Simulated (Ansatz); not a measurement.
How the functional changes MoSi₂ (substituted Si2Mo cell start)

**Measured values to compare with.**

From “Giant magnetoresistance, Fermi surface topology, Shoenberg effect and vanishing quantum oscillations in type-II Dirac semimetal candidates MoSi2 and WSi2”, 2022, arxiv:2202.05362, for a powder of MoSi2: lattice constant a 3.20519 Å; lattice constant c 7.84461 Å.

How close the calculation comes is told at the end.

The compound was started in one structure type and brought to zero pressure at each level (plane-wave PAW code Ansatz, Gaussian smearing of 0.05 eV, scalar-relativistic unless SOC, spin–orbit coupling, is named).

The start was a cell as deposited in COD.

The cell at PBE (neighbours within 15 % of each site's shortest distance, so a longer bond may be listed from one end only): Symmetry: I4/mmm, No. 139, tetragonal system. The conventional cell has a = 3.217 Å, b = 3.217 Å, c = 7.873 Å, α = 90.00°, β = 90.00°, γ = 90.00°. Around Si (site symmetry 4mm) lie 5 Si at 2.60 to 2.64 Å and 5 Mo at 2.62 to 2.64 Å. Mo (site symmetry 4/mmm) is surrounded by 10 Si at 2.62 to 2.64 Å.

```csv
level,cutoff (eV),k-mesh,final group,a (Å),c (Å),V (Å³/atom),gap (eV),B0 (GPa),E_f (eV/atom)
PBE,420,14×14×14,I4/mmm,3.217,7.873,13.58,metal,204,-0.49
```

Estimate the row for r²SCAN (500 eV, 14×14×14 mesh).

final group I4/mmm, a (Å) 3.202, c (Å) 7.817, V (Å³/atom) 13.36, gap (eV) metal, B0 (GPa) 218, E_f (eV/atom) -0.47.

Volumes against PBE: r²SCAN −1.6 %. The functionals agree on the formation energy within the error of about 0.01 to 0.02 eV/atom.

Measured a = 3.20519 Å (powder; “Giant magnetoresistance, Fermi surface topology, Shoenberg effect and vanishing quantum oscillations in type-II Dirac semimetal candidates MoSi2 and WSi2”, 2022, arxiv:2202.05362); the levels miss it by +0.4 % (PBE), −0.1 % (r²SCAN). Measured c = 7.84461 Å (powder; “Giant magnetoresistance, Fermi surface topology, Shoenberg effect and vanishing quantum oscillations in type-II Dirac semimetal candidates MoSi2 and WSi2”, 2022, arxiv:2202.05362); the levels miss it by +0.4 % (PBE), −0.4 % (r²SCAN). The calculated cells are static, while the measured one holds zero-point and thermal expansion, usually some tenths of a per cent in a lattice constant.

All functionals run on datasets generated with PBE. E_f is the formation energy from the elements run alike, at 0 K, without zero-point energy; it is good to about 0.01 eV/atom as a calculation.

All runs used the PAW datasets of the set soft_2.
